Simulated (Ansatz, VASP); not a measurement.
## One calculation of Nb, two programs

File INCAR:

```
SYSTEM = Nb
PREC     = Accurate       ! precision mode
ENCUT    = 520            ! plane-wave cutoff, eV
EDIFF    = 1E-6           ! SCF threshold, eV
ISMEAR   = -1             ! smearing method
SIGMA    = 0.03           ! smearing width, eV
LREAL    = .False.        ! projectors in reciprocal space
LASPH    = .True.         ! aspherical terms in the spheres
NELM     = 100            ! most SCF steps
ALGO     = Normal         ! electronic algorithm
ISIF     = 2              ! what is computed and relaxed
LWAVE    = .False.        ! write WAVECAR
LCHARG   = .False.        ! write CHGCAR
GGA      = CA             ! functional
NBANDS   = 12             ! bands
```

File KPOINTS:

```
Automatic mesh
0
Gamma
  13 13 13
  0 0 0
```

The input POSCAR:

```
Nb
1.0
    0.0000000000      2.1150000000      2.1573000000
    2.1150000000      0.0000000000      2.1573000000
    2.1150000000      2.1150000000      0.0000000000
Nb
1
Direct
    0.0000000000      0.0000000000      0.0000000000
```

Input for Ansatz:

```yaml
crystal:
  lattice:
    - [0.0, 2.115, 2.1573]
    - [2.115, 0.0, 2.1573]
    - [2.115, 2.115, 0.0]
  atoms:
    - { symbol: Nb, position: [0.0, 0.0, 0.0] }
kpoints:
  mp_grid: { grid: [13, 13, 13] }
  band_path:
    path:
      - [0.0, 0.0, 0.0]
      - [0.0, 0.5, 0.5]
      - [0.25, 0.75, 0.5]
      - [0.0, 0.5, 0.0]
      - [0.0, 0.0, 0.0]
      - [0.5, 0.5, 0.0]
      - [0.3701460977, 0.6298539023, 0.0]
      - [-0.3701460977, 0.3701460977, 0.0]
      - [0.0, 0.0, 0.0]
    npoints: 5
scf:
  occupations: { method: fermi_dirac, width: 0.03 }
hamiltonian:
  xc: lda
  pseudopotentials: { kind: all_electron, lapw: { basis_error: 0.0005 } }
output:
  forces: true
  stress: true
  eigenvalues: true
```

Change from the starting cell: zz strain of +2 %.

Alike in both runs: task single point; functional LDA; k mesh 13 × 13 × 13; occupations fermi-dirac, width 0.03 eV; no spin polarisation.

|  | VASP | Ansatz |
| --- | --- | --- |
| version | VASP 6.6.1 | Ansatz 0.2.0 |
| potentials or method | VASP PAW LDA potentials, release 64 (Nb_sv) | all-electron LAPW, scalar-relativistic |
| plane-wave cutoff (eV) | 520 | see its input |

|  | VASP | Ansatz | Ansatz less VASP |
| --- | --- | --- | --- |
| pressure (GPa) | -13.3 | -13.2 | +0.11 |
| largest component of the traceless stress (GPa) | 3.22 | 3.21 | -0.009 |

Ansatz ran all-electron here, so the differences hold the error of VASP's frozen core and of both bases.
